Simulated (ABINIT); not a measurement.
# ZnSe (Stilleite) (F-43m) in ABINIT: further runs

One crystal, ZnSe (Stilleite), is run at these levels: PBE; tasks: band structure.

Program: ABINIT 10.8.3 (patched build). These are calculated values, not measurements. Logs are shortened: lines on timing, memory, paths and dates and some standing lists are left out, and cuts for length are marked. The log counts tension as positive stress, the text compression.

**Measured values to compare with.**

From “Alloy Disordering Effects on the Thermal Conductivity and Energy Gap Temperature Dependence of Cd1−xZnxSe Ternary Crystals Grown by the Bridgman Method”, 2023, pmc:10253836, for a bulk crystal of ZnSe at 300 K: band gap 2.695 ± 0.003 eV (an exciton energy, a little under the gap).

The results are compared with them further down.

**1. The structure**

Symmetry: F-43m, No. 216, cubic system. Conventional cell: a = 5.668 Å, b = 5.668 Å, c = 5.668 Å, α = 90.00°, β = 90.00°, γ = 90.00°. Se (site symmetry -43m) is surrounded by 4 Zn at 2.45 Å. Around Zn (site symmetry -43m) lie 4 Se at 2.45 Å.

**2. Band structure, PBE**

Contents of run.abi:

```
# Datasets: ground state, then fixed potential
ndtset 2

# Pseudopotentials
pp_dirpath "./"
pseudos "Se.GGA_PBE-JTH.xml, Zn.GGA_PBE-JTH.xml"

# Structure
acell 3*1.0
rprim
     0.0000000000     5.3551058920     5.3551058920
     5.3551058920     0.0000000000     5.3551058920
     5.3551058920     5.3551058920     0.0000000000
ntypat 2
znucl 34 30
natom 2
typat 1 2
xred
     0.7500000000     0.7500000000     0.7500000000
     0.0000000000     0.0000000000     0.0000000000

# Plane-wave basis
ecut 598.650497 eV
pawecutdg 44.0
pawxcdev 0

# Exchange and correlation
ixc 11

# Bands and occupations
occopt 3
tsmear 0.05 eV

# SCF cycle
nstep 100

# Output
iomode 3
prtwf 0
prteig 0
prtebands 0
prtden1 1

# Dataset 1
kptopt1 1
ngkpt1 8 8 8
nshiftk1 1
shiftk1 0.0 0.0 0.0
nband1 13
tolvrs1 1.0e-9

# Dataset 2: bands along G-X-W-K-G-L-U-W-L-K
iscf2 -2
getden2 1
nband2 19
nbdbuf2 4
tolwfr2 1.0e-11
kptopt2 -9
ndivsm2 8
prteig2 1
kptbounds2
     0.0000000000     0.0000000000     0.0000000000
     0.5000000000     0.0000000000     0.5000000000
     0.5000000000     0.2500000000     0.7500000000
     0.3750000000     0.3750000000     0.7500000000
     0.0000000000     0.0000000000     0.0000000000
     0.5000000000     0.5000000000     0.5000000000
     0.6250000000     0.2500000000     0.6250000000
     0.5000000000     0.2500000000     0.7500000000
     0.5000000000     0.5000000000     0.5000000000
     0.3750000000     0.3750000000     0.7500000000
```

Potentials or basis: JTH PAW PBE v2.0.

Launch:

```sh
> abinit run.abi > log 2>&1
```

run.abo:

```text
.Version 10.8.3 of ABINIT
 DATASET    1 : space group F-4 3 m (#216); Bravais cF (face-center cubic)
================================================================================
 Values of the parameters that define the memory need for DATASET  1.
     intxc =       0    ionmov =       0      iscf =      17    lmnmax =      18
     lnmax =       6     mgfft =      32  mpssoang =       3    mqgrid =    3001
     natom =       2  nloc_mem =       2    nspden =       1   nspinor =       1
    nsppol =       1      nsym =      24    n1xccc =       1    ntypat =       2
    occopt =       3   xclevel =       2
       mpw =        1540          nfft =       32768          nkpt =          29
 PAW method is used; the additional fine FFT grid is defined by:
   mgfftf=        48    nfftf =    110592
================================================================================
================================================================================

 DATASET    2 : space group F-4 3 m (#216); Bravais cF (face-center cubic)
================================================================================
 Values of the parameters that define the memory need for DATASET  2.
     intxc =       0    ionmov =       0      iscf =      -2    lmnmax =      18
     lnmax =       6     mgfft =      32  mpssoang =       3    mqgrid =    3001
     natom =       2  nloc_mem =       2    nspden =       1   nspinor =       1
    nsppol =       1      nsym =      24    n1xccc =       1    ntypat =       2
    occopt =       3   xclevel =       2
       mpw =        1540          nfft =       32768          nkpt =         139
 PAW method is used; the additional fine FFT grid is defined by:
   mgfftf=        48    nfftf =    110592
================================================================================
================================================================================

--------------------------------------------------------------------------------
------------- Echo of variables that govern the present computation ------------
--------------------------------------------------------------------------------
 -outvars: echo values of preprocessed input variables --------
            acell      1.0000000000E+00  1.0000000000E+00  1.0000000000E+00 Bohr
              amu      7.89600000E+01  6.53900000E+01
             ecut      2.20000000E+01 Hartree
           getden1          0
           getden2          1
             iscf1         17
             iscf2         -2
                       outvar_i_n : Printing only first  50 k-points.
              ixc          11
           jdtset        1    2
                       outvar_i_n : Printing only first  50 k-points.
           kptopt1          1
           kptopt2         -9
         kptrlatt        8    0    0      0    8    0      0    0    8
          kptrlen1     6.05861070E+01
          kptrlen2     3.00000000E+01
            natom           2
            nband1         13
            nband2         19
           nbdbuf1          0
           nbdbuf2          4
           ndtset           2
           ndivsm1          0
           ndivsm2          8
            ngfft          32      32      32
          ngfftdg          48      48      48
             nkpt1         29
             nkpt2        139
            nstep         100
             nsym          24
           ntypat           2
           occopt           3
        pawecutdg      4.40000000E+01 Hartree
         pawxcdev           0
        prtebands           0
           prteig1          0
           prteig2          1
            prtwf           0
            rprim      0.0000000000E+00  5.3551058920E+00  5.3551058920E+00
                       5.3551058920E+00  0.0000000000E+00  5.3551058920E+00
                       5.3551058920E+00  5.3551058920E+00  0.0000000000E+00
           shiftk1     0.00000000E+00  0.00000000E+00  0.00000000E+00
           shiftk2     5.00000000E-01  5.00000000E-01  5.00000000E-01
          spgroup         216
           tolvrs1     1.00000000E-09
           tolvrs2     0.00000000E+00
           tolwfr1     0.00000000E+00
           tolwfr2     1.00000000E-11
           tsmear      1.83746611E-03 Hartree
            typat      1  2
           useylm           1
                       outvars : Printing only first  50 k-points.
           xangst      4.2506999971E+00  4.2506999971E+00  4.2506999971E+00
                       0.0000000000E+00  0.0000000000E+00  0.0000000000E+00
            xcart      8.0326588380E+00  8.0326588380E+00  8.0326588380E+00
                       0.0000000000E+00  0.0000000000E+00  0.0000000000E+00
             xred      7.5000000000E-01  7.5000000000E-01  7.5000000000E-01
                       0.0000000000E+00  0.0000000000E+00  0.0000000000E+00
            znucl       34.00000   30.00000

================================================================================
[... 235 lines left out ...]
  GGA: Perdew-Burke-Ernzerhof functional - ixc=11
  J.P.Perdew, K.Burke, M.Ernzerhof, PRL 77, 3865 (1996)

 Real(R)+Recip(G) space primitive vectors, cartesian coordinates (Bohr,Bohr^-1):
 R(1)=  0.0000000  5.3551059  5.3551059  G(1)= -0.0933688  0.0933688  0.0933688
 R(2)=  5.3551059  0.0000000  5.3551059  G(2)=  0.0933688 -0.0933688  0.0933688
 R(3)=  5.3551059  5.3551059  0.0000000  G(3)=  0.0933688  0.0933688 -0.0933688
 Unit cell volume ucvol=  3.0713845E+02 bohr^3
 Angles (23,13,12)=  6.00000000E+01  6.00000000E+01  6.00000000E+01 degrees

 Coarse grid specifications (used for wave-functions):

 getcut: wavevector=  0.0000  0.0000  0.0000  ngfft=  32  32  32
         ecut(hartree)=     22.000   => boxcut(ratio)=   2.00120

 Fine grid specifications (used for densities):

 getcut: wavevector=  0.0000  0.0000  0.0000  ngfft=  48  48  48
         ecut(hartree)=     44.000   => boxcut(ratio)=   2.12259
--------------------------------------------------------------------------------

================================================================================
 Non-SCF case, kpt    1 (  0.00000  0.00000  0.00000), residuals and eigenvalues=
  7.18E-12  7.14E-12  4.65E-12  2.53E-12  1.60E-12  7.99E-12  4.48E-12  7.96E-12
  1.42E-12  2.83E-12  7.82E-12  3.97E-12  9.18E-12  6.20E-12  1.02E-12  6.28E-12
  3.45E-12  4.18E-12  3.57E-12
 -3.9247E-01 -1.4539E-01 -1.4539E-01 -1.4539E-01 -1.3179E-01 -1.3179E-01
  9.4846E-02  9.4846E-02  9.4846E-02  1.4234E-01  3.0838E-01  3.0838E-01
  3.0838E-01  4.6203E-01  5.1871E-01  5.1871E-01  5.7758E-01  5.7758E-01
  5.7758E-01
 Non-SCF case, kpt    2 (  0.02174  0.00000  0.02174), residuals and eigenvalues=
  4.19E-12  3.58E-12  6.67E-12  2.47E-12  3.13E-12  9.92E-12  2.47E-12  3.15E-12
  3.73E-12  4.71E-12  1.17E-12  4.84E-12  7.68E-12  3.42E-12  9.37E-12  9.34E-12
[... 1087 lines left out ...]
  8.60E-12  6.66E-12  8.78E-12  8.23E-12  4.05E-12  5.13E-12  8.41E-12  2.61E-10
  3.97E-08  1.15E-06  6.33E-06
 -3.5475E-01 -1.4202E-01 -1.3793E-01 -1.3427E-01 -1.3103E-01 -1.2207E-01
 -7.8408E-02 -1.9294E-02  3.1122E-02  2.2867E-01  3.0824E-01  4.1934E-01
  4.2910E-01  4.4672E-01  5.3336E-01  6.6321E-01  7.0999E-01  7.2740E-01
  7.4388E-01
 Non-SCF case, kpt  139 (  0.37500  0.37500  0.75000), residuals and eigenvalues=
  4.10E-12  8.16E-12  9.35E-12  6.59E-12  6.27E-12  8.81E-12  2.75E-12  6.47E-12
  1.24E-12  6.79E-12  3.65E-12  2.82E-12  3.90E-12  8.80E-12  6.74E-12  3.71E-10
  1.83E-06  1.17E-06  1.01E-05
 -3.5440E-01 -1.4212E-01 -1.3767E-01 -1.3453E-01 -1.3093E-01 -1.2197E-01
 -7.8517E-02 -1.8556E-02  2.9003E-02  2.2653E-01  3.0057E-01  4.2779E-01
  4.3645E-01  4.4714E-01  5.3896E-01  6.6145E-01  7.2086E-01  7.2582E-01
  7.3847E-01

--- !ResultsGS
iteration_state: {dtset: 2, }
comment   : Summary of ground state results
lattice_vectors:
- [  0.0000000,   5.3551059,   5.3551059, ]
- [  5.3551059,   0.0000000,   5.3551059, ]
- [  5.3551059,   5.3551059,   0.0000000, ]
lattice_lengths: [   7.57326,    7.57326,    7.57326, ]
lattice_angles: [ 60.000,  60.000,  60.000, ] # degrees, (23, 13, 12)
lattice_volume:   3.0713845E+02
convergence: {deltae:  0.000E+00, res2:  0.000E+00, residm:  9.996E-12, diffor:  0.000E+00, }
etotal    :  -7.39418690E+01
entropy   :   0.00000000E+00
fermie    :   1.19859061E-01
cartesian_stress_tensor: null
pressure_GPa: null
xred      :
- [  7.5000E-01,   7.5000E-01,   7.5000E-01, Se]
- [  0.0000E+00,   0.0000E+00,   0.0000E+00, Zn]
cartesian_forces: null
force_length_stats: {min: null, max: null, mean: null, }
...

 Integrated electronic density in atomic spheres:
 ------------------------------------------------
 Atom  Sphere_radius  Integrated_density
    1        2.21132          4.00893711
    2        2.30770         10.75519936

================================================================================

 ----iterations are completed or convergence reached----

 Mean square residual over all n,k,spin=   54.595E-13; max=  99.959E-13
 reduced coordinates (array xred) for    2 atoms
       0.750000000000      0.750000000000      0.750000000000
       0.000000000000      0.000000000000      0.000000000000

 cartesian coordinates (angstrom) at end:
    1      4.25069999714445     4.25069999714445     4.25069999714445
    2      0.00000000000000     0.00000000000000     0.00000000000000
 length scales=  1.000000000000  1.000000000000  1.000000000000 bohr
              =  0.529177210544  0.529177210544  0.529177210544 angstroms
 Eigenvalues (hartree) for nkpt= 139  k points:
 kpt#   1, nband= 19, wtk=  1.00000, kpt=  0.0000  0.0000  0.0000 (reduced coord)
  -0.39247   -0.14539   -0.14539   -0.14539   -0.13179   -0.13179    0.09485    0.09485
   0.09485    0.14234    0.30838    0.30838    0.30838    0.46203    0.51871    0.51871
   0.57758    0.57758    0.57758
 kpt#   2, nband= 19, wtk=  1.00000, kpt=  0.0217  0.0000  0.0217 (reduced coord)
  -0.39232   -0.14540   -0.14536   -0.14536   -0.13180   -0.13178    0.09184    0.09431
   0.09431    0.14551    0.30727    0.30919    0.30919    0.46370    0.51373    0.51896
   0.57820    0.57820    0.58122
 kpt#   3, nband= 19, wtk=  1.00000, kpt=  0.0435  0.0000  0.0435 (reduced coord)
  -0.39186   -0.14543   -0.14525   -0.14525   -0.13184   -0.13175    0.08446    0.09272
   0.09272    0.15338    0.30411    0.31160    0.31160    0.46847    0.50192    0.51971
   0.58007    0.58007    0.58921
 kpt#   4, nband= 19, wtk=  1.00000, kpt=  0.0652  0.0000  0.0652 (reduced coord)
  -0.39110   -0.14549   -0.14509   -0.14509   -0.13191   -0.13171    0.07505    0.09017
   0.09017    0.16354    0.29927    0.31552    0.31552    0.47497    0.48837    0.52096
   0.58317    0.58317    0.59787
 kpt#   5, nband= 19, wtk=  1.00000, kpt=  0.0870  0.0000  0.0870 (reduced coord)
[... 525 lines left out ...]
   0.03639    0.23353    0.31857    0.39839    0.40976    0.45886    0.53005    0.64639
   0.67550    0.72550    0.76609
 kpt# 137, nband= 19, wtk=  1.00000, kpt=  0.3929  0.3929  0.7143 (reduced coord)
  -0.35531   -0.14193   -0.13825   -0.13404   -0.13111   -0.12238   -0.07863   -0.01813
   0.03360    0.23108    0.31462    0.40771    0.42002    0.45198    0.53053    0.65884
   0.69027    0.72870    0.75490
 kpt# 138, nband= 19, wtk=  1.00000, kpt=  0.3839  0.3839  0.7321 (reduced coord)
  -0.35475   -0.14202   -0.13793   -0.13427   -0.13103   -0.12207   -0.07841   -0.01929
   0.03112    0.22867    0.30824    0.41934    0.42910    0.44672    0.53336    0.66321
   0.70999    0.72740    0.74388
 kpt# 139, nband= 19, wtk=  1.00000, kpt=  0.3750  0.3750  0.7500 (reduced coord)
  -0.35440   -0.14212   -0.13767   -0.13453   -0.13093   -0.12197   -0.07852   -0.01856
   0.02900    0.22653    0.30057    0.42779    0.43645    0.44714    0.53896    0.66145
   0.72086    0.72582    0.73847

== END DATASET(S) ==============================================================
================================================================================

 -outvars: echo values of variables after computation  --------
            acell      1.0000000000E+00  1.0000000000E+00  1.0000000000E+00 Bohr
           etotal1    -7.3941869002E+01
            fcart1    -1.8468626054E-48  2.4551674643E-31  1.8468626054E-48
                       1.8468626054E-48 -2.4551674643E-31 -1.8468626054E-48
            rprim      0.0000000000E+00  5.3551058920E+00  5.3551058920E+00
                       5.3551058920E+00  0.0000000000E+00  5.3551058920E+00
                       5.3551058920E+00  5.3551058920E+00  0.0000000000E+00
           strten1    -6.8047985809E-05 -6.8047985809E-05 -6.8047985809E-05
                       0.0000000000E+00  0.0000000000E+00  0.0000000000E+00
           xangst      4.2506999971E+00  4.2506999971E+00  4.2506999971E+00
                       0.0000000000E+00  0.0000000000E+00  0.0000000000E+00
             xred      7.5000000000E-01  7.5000000000E-01  7.5000000000E-01
                       0.0000000000E+00  0.0000000000E+00  0.0000000000E+00
 Calculation completed.
```

Run time: 2.2 min. Hardware: 1 thread of Arm Neoverse V1, shared host; peak memory 0.17 GiB.

Results:

```yaml
Free_energy: -2012.0608 eV
Pressure: 2.0 GPa
Band_gap_on_the_k_mesh: 1.29 eV, direct
Band_gap_along_the_path: 1.29 eV, direct
Valence_electrons_inside_the_program's_atomic_spheres: Se 4.01; Zn 10.76
```

Levels at the corners of the path, in eV from the valence-band top:
```tsv
point	band 7	band 8	band 9	band 10	band 11	band 12
Γ	0.00	0.00	0.00	1.29	5.81	5.81
X	-4.75	-2.18	-2.18	2.98	3.45	10.73
W	-4.69	-2.76	-2.66	5.48	5.55	6.99
K	-4.72	-3.09	-1.79	3.58	5.60	9.06
Γ	0.00	0.00	0.00	1.29	5.81	5.81
L	-5.23	-0.87	-0.87	2.54	6.39	6.39
U	-4.72	-3.09	-1.79	3.58	5.60	9.06
W	-4.69	-2.76	-2.66	5.48	5.55	6.99
L	-5.23	-0.87	-0.87	2.54	6.39	6.39
K	-4.72	-3.09	-1.79	3.58	5.60	9.06
```

[end of part 1 of 2]
